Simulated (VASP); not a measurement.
# SiC (P6_3mc) in VASP: relaxation of cell and atoms with LDA

Aim: the relaxation of cell and atoms of SiC with LDA.

All numbers are computed with VASP 6.6.1; they aren't measurements. Logs are shortened: lines on timing, memory, paths and dates and some standing lists are left out, and cuts for length are marked.

## (1) The crystal as given

It takes space group P6_3mc (No. 186, hexagonal). Conventional cell: a = 3.080 Å, b = 3.080 Å, c = 15.120 Å, α = 90.00°, β = 90.00°, γ = 120.00°. Si (site symmetry 3m) has 4 C at 1.89 Å as nearest neighbours. Si (site symmetry 3m) has 4 C at 1.89 Å as nearest neighbours. Si (site symmetry 3m) has 4 C at 1.89 Å as nearest neighbours. C (site symmetry 3m) has 4 Si at 1.89 Å as nearest neighbours. C (site symmetry 3m) is surrounded by 4 Si at 1.89 Å. C (site symmetry 3m) is surrounded by 4 Si at 1.89 Å.

The cell was built by a generator and needn't be a form met in nature.

## (2) Relaxation of cell and atoms, LDA

Input file INCAR:

```
PREC = Accurate
ENCUT = 600
EDIFF = 1E-6
ISMEAR = -1
SIGMA = 0.05
LREAL = F
LASPH = T
NELM = 60
ALGO = Normal
ISIF = 3
LWAVE = F
LCHARG = F
IBRION = 2
NSW = 40
EDIFFG = -0.02
KPAR = 4
```

Input file KPOINTS:

```
Automatic mesh
0
Gamma
  10 10 2
```

Input file POSCAR:

```
SiC
1.0
    3.0800000000      0.0000000000      0.0000000000
   -1.5400000000      2.6673582437      0.0000000000
    0.0000000000      0.0000000000     15.1200000000
Si C
6 6
Direct
    0.0000000000      0.0000000000      0.0000000000
    0.3333333333      0.6666666667      0.1666666667
    0.6666666667      0.3333333333      0.3333333333
    0.0000000000      0.0000000000      0.5000000000
    0.6666666667      0.3333333333      0.6666666667
    0.3333333333      0.6666666667      0.8333333333
    0.0000000000      0.0000000000      0.1250000000
    0.3333333333      0.6666666667      0.2916666667
    0.6666666667      0.3333333333      0.4583333333
    0.0000000000      0.0000000000      0.6250000000
    0.6666666667      0.3333333333      0.7916666667
    0.3333333333      0.6666666667      0.9583333333
```

Potentials or basis: VASP PAW LDA potentials, release 64 (Si, C).

Started as:

```sh
$ cat potpaw_LDA.64/Si/POTCAR potpaw_LDA.64/C/POTCAR > POTCAR
$ mpirun -np 4 vasp_std > vasp.out
```

OUTCAR:

```text
PREC = Accurate
   ENCUT = 600
   EDIFF = 1E-6
   ISMEAR = -1
   LREAL = F
   LASPH = T
   NELM = 60
   ISIF = 3
   IBRION = 2
   NSW = 40
   EDIFFG = -0.02

 ion  position               nearest neighbor table
   1  0.000  0.000  0.000-  12 1.89  12 1.89  12 1.89   7 1.89   6 3.08   2 3.08   6 3.08   2 3.08
                             2 3.08   6 3.08
   2  0.333  0.667  0.167-   7 1.89   7 1.89   7 1.89   8 1.89   3 3.08   3 3.08   3 3.08   1 3.08
                             1 3.08   1 3.08
   3  0.667  0.333  0.333-   8 1.89   8 1.89   8 1.89   9 1.89   2 3.08   2 3.08   2 3.08   4 3.08
                             4 3.08   4 3.08
   4  0.000  0.000  0.500-   9 1.89   9 1.89   9 1.89  10 1.89   5 3.08   3 3.08   3 3.08   5 3.08
                             5 3.08   3 3.08
   5  0.667  0.333  0.667-  10 1.89  10 1.89  10 1.89  11 1.89   6 3.08   6 3.08   6 3.08   4 3.08
                             4 3.08   4 3.08
   6  0.333  0.667  0.833-  11 1.89  11 1.89  11 1.89  12 1.89   5 3.08   5 3.08   5 3.08   1 3.08
                             1 3.08   1 3.08
   7  0.000  0.000  0.125-   2 1.89   2 1.89   2 1.89   1 1.89
   8  0.333  0.667  0.292-   3 1.89   3 1.89   3 1.89   2 1.89
   9  0.667  0.333  0.458-   4 1.89   4 1.89   4 1.89   3 1.89
  10  0.000  0.000  0.625-   5 1.89   5 1.89   5 1.89   4 1.89
  11  0.667  0.333  0.792-   6 1.89   6 1.89   6 1.89   5 1.89
  12  0.333  0.667  0.958-   1 1.89   1 1.89   1 1.89   6 1.89

  LATTYP: Found a hexagonal cell.
 ALAT       =     3.0800000000
 C/A-ratio  =     4.9090909091

  Lattice vectors:

 A1 = (   3.0800000000,   0.0000000000,   0.0000000000)
 A2 = (  -1.5400000000,   2.6673582437,   0.0000000000)
 A3 = (   0.0000000000,   0.0000000000,  15.1200000000)

Analysis of symmetry for initial positions (statically):
=====================================================================
 Subroutine PRICEL returns:
 Original cell was already a primitive cell.

 Routine SETGRP: Setting up the symmetry group for a
 hexagonal supercell.

 Subroutine GETGRP returns: Found 12 space group operations
 (whereof  6 operations were pure point group operations)
 out of a pool of 24 trial point group operations.

The static configuration has the point symmetry C_3v.
 The point group associated with its full space group is C_6v.

Analysis of symmetry for dynamics (positions and initial velocities):
=====================================================================
 Subroutine PRICEL returns:
 Original cell was already a primitive cell.

 Routine SETGRP: Setting up the symmetry group for a
 hexagonal supercell.

 Subroutine GETGRP returns: Found 12 space group operations
 (whereof  6 operations were pure point group operations)
 out of a pool of 24 trial point group operations.

The dynamic configuration has the point symmetry C_3v.
 The point group associated with its full space group is C_6v.

 Subroutine INISYM returns: Found 12 space group operations
 (whereof  6 operations are pure point group operations),
 and found     1 'primitive' translations

----------------------------------------------------------------------------------------

                                     Primitive cell

  volume of cell :     124.2178

  direct lattice vectors                    reciprocal lattice vectors
     3.080000000  0.000000000  0.000000000     0.324675325  0.187451386  0.000000000
    -1.540000000  2.667358244  0.000000000     0.000000000  0.374902772  0.000000000
     0.000000000  0.000000000 15.120000000     0.000000000  0.000000000  0.066137566

  length of vectors
     3.080000000  3.080000000 15.120000000     0.374902772  0.374902772  0.066137566

  position of ions in fractional coordinates (direct lattice)
     0.000000000  0.000000000  0.000000000
     0.333333333  0.666666667  0.166666667
     0.666666667  0.333333333  0.333333333
     0.000000000  0.000000000  0.500000000
     0.666666667  0.333333333  0.666666667
     0.333333333  0.666666667  0.833333333
     0.000000000  0.000000000  0.125000000
     0.333333333  0.666666667  0.291666667
     0.666666667  0.333333333  0.458333333
     0.000000000  0.000000000  0.625000000
     0.666666667  0.333333333  0.791666667
     0.333333333  0.666666667  0.958333333

  ion indices of the primitive-cell ions
   primitive index   ion index
                 1           1
                 2           2
                 3           3
                 4           4
                 5           5
                 6           6
                 7           7
                 8           8
                 9           9
                10          10
                11          11
                12          12

----------------------------------------------------------------------------------------

 KPOINTS: Automatic mesh

Automatic generation of k-mesh.
 Grid dimensions read from file:
 generate k-points for:   10   10    2

 Generating k-lattice:

  Cartesian coordinates                     Fractional coordinates (reciprocal lattice)
     0.032467532  0.018745139  0.000000000     0.100000000  0.000000000  0.000000000
     0.000000000  0.037490277  0.000000000     0.000000000  0.100000000  0.000000000
     0.000000000  0.000000000  0.033068783     0.000000000  0.000000000  0.500000000

  Length of vectors
     0.037490277  0.037490277  0.033068783

  Shift w.r.t. Gamma in fractional coordinates (k-lattice)
     0.000000000  0.000000000  0.000000000

 Subroutine IBZKPT returns following result:
 ===========================================

 Found     28 irreducible k-points:

 Following reciprocal coordinates:
            Coordinates               Weight
  0.000000  0.000000  0.000000      1.000000
  0.100000  0.000000  0.000000      6.000000
  0.200000  0.000000  0.000000      6.000000
  0.300000 -0.000000  0.000000      6.000000
  0.400000 -0.000000  0.000000      6.000000
  0.500000 -0.000000  0.000000      3.000000
[... 16 lines left out ...]
  0.300000  0.100000  0.500000     12.000000
  0.400000  0.100000  0.500000     12.000000
 [... further k-points ...]
   k-points           NKPTS =     28   k-points in BZ     NKDIM =     28   number of bands    NBANDS=     31
   number of dos      NEDOS =    301   number of ions     NIONS =     12
   total plane-waves  NPLWV =  98784
   dimension x,y,z NGX =    28 NGY =   28 NGZ =  126
   dimension x,y,z NGXF=    56 NGYF=   56 NGZF=  252
   ions per type =               6   6
   NGX,Y,Z   is equivalent  to a cutoff of  15.11, 15.11, 13.85 a.u.
   NGXF,Y,Z  is equivalent  to a cutoff of  30.23, 30.23, 27.71 a.u.
 SYSTEM =  unknown system
   PREC   = accura    normal or accurate (medium, high low for compatibility)
   ISTART =      0    job   : 0-new  1-cont  2-samecut
   ICHARG =      2    charge: 1-file 2-atom 10-const
   ISPIN  =      1    spin polarized calculation?
   LNONCOLLINEAR =      F non collinear calculations
   LSORBIT =      F    spin-orbit coupling
   LASPH  =      T    aspherical Exc in radial PAW
   ENCUT  =  600.0 eV  44.10 Ry    6.64 a.u.   6.15  6.15 30.20*2*pi/ulx,y,z
   NELM   =     60;   NELMIN=  2; NELMDL= -5     # of ELM steps
   EDIFF  = 0.1E-05   stopping-criterion for ELM
   LREAL  =      F    real-space projection
   EDIFFG = -.2E-01   stopping-criterion for IOM
   NSW    =     40    number of steps for IOM
   IBRION =      2    ionic relax: 0-MD 1-quasi-New 2-CG
   NFREE  =      1    steps in history (QN), initial steepest desc. (CG)
   ISIF   =      3    stress and relaxation
   ISYM   =      2    0-nonsym 1-usesym 2-fastsym
   POTIM  = 0.5000    time-step for ionic-motion
   TEBEG  =    0.0;   TEEND  =   0.0 temperature during run
   PSTRESS=    0.0 pullay stress
   NELECT =      48.0000    total number of electrons
   NUPDOWN=      -1.0000    fix difference up-down
   EMIN   =  10.00;   EMAX   =-10.00  energy-range for DOS
   EFERMI =   0.00;   METHOD = LEGACY
   ISMEAR =    -1;   SIGMA  =   0.05  broadening in eV -4-tet -1-fermi 0-gaus
   EFERMI_NEDOS =   21; number of points for ismear=-14 and -15
   IALGO  =     38    algorithm
   IMIX   =      4    mixing-type and parameters
     AMIX     =   0.40;   BMIX     =  1.00
     AMIX_MAG =   1.60;   BMIX_MAG =  1.00
  volume/ion in A,a.u.               =      10.35        69.86
  Fermi-wavevector in a.u.,A,eV,Ry     =   1.192415  2.253337 19.345479  1.421853
  Thomas-Fermi vector in A             =   2.328453
   LORBIT       =      0    0 simple, 1 ext, 2 COOP (PROOUT), +10 PAW based schemes
   GGA     = CA    functional components
   LHFCALC =     F    Hartree Fock is set to
   AEXX    =    0.0000 exact exchange contribution
   IVDW    =     0    specifies the selected vdW correction
   LEPSILON=     F    determine dielectric tensor
   LRPA    =     F    only Hartree local field effects (RPA)
 conjugate gradient relaxation of ions
 non-spin polarized calculation
  energy-cutoff  :      600.00
  volume of cell :      124.22
 maximum number of plane-waves:      4176
 NGX is ok and might be reduce to    28
   NGX = 13   NGY = 13   NGZ = 61

--------------------------------------- Ionic step        1  -------------------------------------------

 number of electron      48.0000002 magnetization

 Free energy of the ion-electron system (eV)
  ---------------------------------------------------
  ext. energy  EPLUGINS =         0.00000000
  ---------------------------------------------------
  free energy    TOTEN  =       -99.85042819 eV

  energy without entropy =      -99.85042819  energy(sigma->0) =      -99.85042819

------------------------ aborting loop because EDIFF is reached ----------------------------------------

  FORCE on cell =-STRESS in cart. coord.  units (eV):
  Direction    XX          YY          ZZ          XY          YZ          ZX
  --------------------------------------------------------------------------------------
  -------------------------------------------------------------------------------------
  Total       -3.3655514     -3.3655514     -3.3921305      0.0000000      0.0000000      0.0000000
  in kB      -43.4093168    -43.4093168    -43.7521384      0.0000000      0.0000000      0.0000000
  external PRESSURE =     -43.5235907 kB  Pullay stress =       0.0000000 kB
[... 169 lines left out ...]
  energy  without entropy=      -99.8845350033  energy(sigma->0) =      -99.88453500

--------------------------------------- Ionic step        5  -------------------------------------------

 number of electron      48.0000002 magnetization

 Free energy of the ion-electron system (eV)
  ---------------------------------------------------
  ext. energy  EPLUGINS =         0.00000000
  ---------------------------------------------------
  free energy    TOTEN  =       -99.88471725 eV

  energy without entropy =      -99.88471725  energy(sigma->0) =      -99.88471725

 E-fermi :   9.3147     XC(G=0): -11.6379

 val. band max:        8.3303277504   @ k =   0.0000   0.0000   0.0000
 cond. band min:      10.2968617120   @ k =   0.5000  -0.0000   0.0000
 fundamental gap:      1.9665339616
 Fermi energy:         9.3147077122

 k-point     1 :       0.0000    0.0000    0.0000
  band No.  band energies     occupation
      1      -7.1915      2.00000
      2      -6.6602      2.00000
      3      -6.6232      2.00000
      4      -5.0917      2.00000
      5      -5.0636      2.00000
      6      -3.4987      2.00000
[... 805 lines left out ...]
     30      13.6174      0.00000
     31      14.0870      0.00000

 [... further k-points ...]

------------------------ aborting loop because EDIFF is reached ----------------------------------------

  FORCE on cell =-STRESS in cart. coord.  units (eV):
  Direction    XX          YY          ZZ          XY          YZ          ZX
  --------------------------------------------------------------------------------------
  -------------------------------------------------------------------------------------
  Total        0.0420602      0.0420602      0.0924423      0.0000000      0.0000000      0.0000000
  in kB        0.5535056      0.5535056      1.2165242      0.0000000      0.0000000      0.0000000
  external PRESSURE =       0.7745118 kB  Pullay stress =       0.0000000 kB
[... 27 lines left out ...]
  FREE ENERGIE OF THE ION-ELECTRON SYSTEM (eV)
  ---------------------------------------------------
  free  energy   TOTEN  =       -99.8847172473 eV

  energy  without entropy=      -99.8847172470  energy(sigma->0) =      -99.88471725

 reached required accuracy - stopping structural energy minimisation
```

It took 69 s on 4 MPI ranks of Intel Xeon 6975P-C (Granite Rapids), shared host; peak memory 0.29 GiB.

What came out:

- Free energy: -99.8847 eV
- Relaxed volume: 10.15 Å³/atom
- Relaxed cell: a = 3.060 Å, b = 3.060 Å, c = 15.013 Å, α = 90.00°, β = 90.00°, γ = 120.00°
- Space group after relaxing (to 0.05 Å): P6_3mc (No. 186)
- Energy gained by relaxing: 2.9 meV/atom
- Ionic steps: 5
- Pressure after relaxing: 0.1 GPa
- Largest force after relaxing: 0.009 eV/Å
- Band gap on the k mesh: 1.97 eV, indirect (least direct gap 3.07 eV)

Forces on the atoms (eV/Å):
```
Si   0.000  0.000 -0.004
Si   0.000  0.000 -0.001
Si   0.000  0.000 -0.003
Si   0.000  0.000 -0.004
Si   0.000  0.000 -0.001
Si   0.000  0.000 -0.003
C    0.000  0.000  0.009
C    0.000  0.000  0.000
C    0.000  0.000 -0.001
C    0.000  0.000  0.009
C    0.000  0.000  0.000
C    0.000  0.000 -0.001
```

Step by step:
```csv
step,energy change (eV),largest force (eV/Å),pressure (GPa),volume (Å³)
1,0.0000,0.1243,-4.35,124.22
2,0.0058,0.0757,5.06,119.23
3,-0.0341,0.0347,0.01,121.79
4,-0.0341,0.0336,0.09,121.74
5,-0.0343,0.0085,0.08,121.75
```

Final structure:
```cif
data_structure
_symmetry_space_group_name_H-M 'P 1'
_symmetry_Int_Tables_number 1
_cell_length_a 3.0600
_cell_length_b 3.0600
_cell_length_c 15.0132
_cell_angle_alpha 90.000
_cell_angle_beta 90.000
_cell_angle_gamma 120.000
_cell_volume 121.75
loop_
_atom_site_label
_atom_site_type_symbol
_atom_site_fract_x
_atom_site_fract_y
_atom_site_fract_z
_atom_site_occupancy
Si1 Si 0.00000 0.00000 0.99996 1
Si2 Si 0.33333 0.66667 0.16669 1
Si3 Si 0.66667 0.33333 0.33319 1
Si4 Si 0.00000 0.00000 0.49996 1
Si5 Si 0.66667 0.33333 0.66669 1
Si6 Si 0.33333 0.66667 0.83319 1
C1 C 0.00000 0.00000 0.12529 1
C2 C 0.33333 0.66667 0.29169 1
C3 C 0.66667 0.33333 0.45818 1
C4 C 0.00000 0.00000 0.62529 1
C5 C 0.66667 0.33333 0.79169 1
C6 C 0.33333 0.66667 0.95818 1
```

A k mesh can miss the band edges. Expect the measured gap to be larger: semilocal functionals such as LDA lack the derivative discontinuity.
